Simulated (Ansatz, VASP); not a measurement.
## Two plane-wave programs on Ge3S4

```xyz
7
Lattice="5.7896 0.0000 0.0000 0.0000 5.7896 0.0000 0.0000 0.0000 5.7896" Properties=species:S:1:pos:R:3 pbc="T T T"
Ge    0.0000    0.0000    2.8948
Ge    2.8948    0.0000    0.0000
Ge    0.0000    2.8948    0.0000
S     1.3993    4.3902    1.3993
S     4.3902    1.3993    1.3993
S     1.3993    1.3993    4.3902
S     4.3902    4.3902    4.3902
```

Change from the starting cell: species swapped into the Sn3As4 type (P-43m, No. 215).

Alike in both runs: functional PBE; k mesh 8 × 8 × 8; occupations gaussian, width 0.1 eV; no spin polarisation.

Ansatz relaxed the structure, and its values are those at the end. VASP's run is a single point on that final structure, the one shown.

```csv
,VASP,Ansatz
version,VASP 6.6.1,Ansatz 0.2.0
potentials or method,"VASP PAW PBE potentials, release 64 (Ge_d, S)","scalar-relativistic, plane waves, PAW"
plane-wave cutoff (eV),520,420
valence electrons in the cell,66,66
```

|  | VASP | Ansatz | Ansatz less VASP |
| --- | --- | --- | --- |
| gap on the k mesh at the Fermi level (eV) | none | none | - |
| pressure (GPa) | 0.0 | 0.0 | +0.03 |

A gap of «none» marks a metal or a gap that the smearing closes. The functional is the same, so the differences come from potentials, cutoffs and numerics.
